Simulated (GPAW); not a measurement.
Input of a GPAW 26.7.0 run:

run.py

```python
from ase.eos import EquationOfState
from ase.io import Trajectory, read
from ase.units import GPa
from gpaw import GPAW, PW

atoms = read('PtSe2.xyz')

traj = Trajectory('eos.traj', 'w')
volumes, energies = [], []
for x in [0.94, 0.96, 0.98, 1.0, 1.02, 1.04, 1.06]:
    a = atoms.copy()
    a.set_cell(atoms.cell * x**(1 / 3), scale_atoms=True)
    calc = GPAW(mode=PW(1600),
                xc='LDA',
                kpts={'size': (6, 6, 4), 'gamma': True},
                occupations={'name': 'fermi-dirac', 'width': 0.05},
                setups='hgh',
                nbands=-12,
                convergence={'density': 1e-05, 'energy': 1e-05},
                maxiter=150,
                txt=f'eos-{x:.2f}.txt')
    a.calc = calc
    energies.append(a.get_potential_energy(force_consistent=True))
    volumes.append(a.get_volume())
    p = -a.get_stress()[:3].mean() / GPa
    calc.write(f'eos-{x:.2f}.gpw')
    traj.write(a)
    print(f'{x:.2f} {volumes[-1]:10.4f} A^3 {energies[-1]:14.6f} eV {p:9.3f} GPa', flush=True)

v0, e0, B = EquationOfState(volumes, energies, eos='birchmurnaghan').fit()
print(f'V0 = {v0:.4f} A^3, E0 = {e0:.6f} eV, B0 = {B / GPa:.2f} GPa')
```

File PtSe2.xyz:

```xyz
3
Lattice="3.7240000000 0.0000000000 0.0000000000 -1.8620000000 3.2250786037 0.0000000000 0.0000000000 0.0000000000 5.0620000000" Properties=species:S:1:pos:R:3 pbc="T T T"
Pt     0.0000000000      0.0000000000      0.0000000000
Se     1.8620000002      1.0750262011      3.7965000000
Se    -0.0000000002      2.1500524026      1.2655000000
```

Potentials or basis: HGH pseudopotentials, pw.

Launch:

```bash
$ OMP_NUM_THREADS=1 python run.py
```

Predict the equilibrium volume.

20.42 Å³/atom.

Predict the pressure derivative of the bulk modulus.

4.8.

Predict the bulk modulus at fixed shape and positions.

132 GPa.

Energy against volume, from the lowest point:
| volume (Å³/atom) | energy (meV/atom) |
| --- | --- |
| 19.049 | 43.07 |
| 19.455 | 20.28 |
| 19.860 | 6.24 |
| 20.265 | 0.00 |
| 20.671 | 0.70 |
| 21.076 | 7.59 |
| 21.481 | 19.98 |

Caveat: the cell was scaled at fixed shape and fractional positions, which overstates the stiffness of a crystal with free parameters, most of all of layers and chains; HGH potentials are hard and often keep d shells in the core, so these values are rough. Spin-orbit coupling is left out, which matters for the levels of Pt.
